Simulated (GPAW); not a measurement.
Input of a GPAW 26.7.0 run:

File run.py:

```python
from ase.filters import FrechetCellFilter
from ase.io import read, write
from ase.optimize import BFGS
from gpaw import GPAW, PW, setup_paths

setup_paths.insert(0, '.')

atoms = read('POSCAR')

calc = GPAW(mode=PW(800),
            xc='GGA_X_PBEINT+GGA_C_PBEINT',
            kpts={'size': (4, 4, 6), 'gamma': True},
            occupations={'name': 'fermi-dirac', 'width': 0.05},
            nbands=43,
            convergence={'density': 1e-06, 'energy': 1e-06, 'eigenstates': 1e-10},
            maxiter=150,
            txt='gpaw.txt')
atoms.calc = calc
opt = BFGS(FrechetCellFilter(atoms), trajectory='relax.traj', logfile='-')
done = opt.run(fmax=0.02, steps=60)
calc.write('gs.gpw')
write('result.traj', atoms)
print('Converged:', done)
print('Cell:', atoms.cell.cellpar().round(4))
print('Volume:', round(atoms.get_volume(), 4))
print(atoms.get_scaled_positions().round(5))
```

File POSCAR:

```
TiO2
1.0
    4.5998373239      0.0000000000      0.0000000000
    0.0000000000      4.5998373239      0.0000000000
    0.0000000000      0.0000000000      2.9592135600
Ti O
2 4
Direct
    0.0000000000      0.0000000000      0.5000000000
    0.5000000000      0.5000000000      0.0000000000
    0.3043213200      0.3043213200      0.5000000000
    0.1956786800      0.8043213200      0.0000000000
    0.8043213200      0.1956786800      0.0000000000
    0.6956786800      0.6956786800      0.5000000000
```

Potentials or basis: PAW data sets generated in the run's folder for this functional, pw.

Run with:

```console
$ gpaw-setup -f GGA_X_PBEINT+GGA_C_PBEINT O Ti
$ OMP_NUM_THREADS=1 python run.py
```

(1) Predict the band gap on the k mesh.

(2) What does it give for the relaxed volume?

## Answers

(1) 1.86 eV, direct.

(2) 10.51 Å³/atom.

Caveat: the k mesh is coarse; later steps reuse the first step's grids.
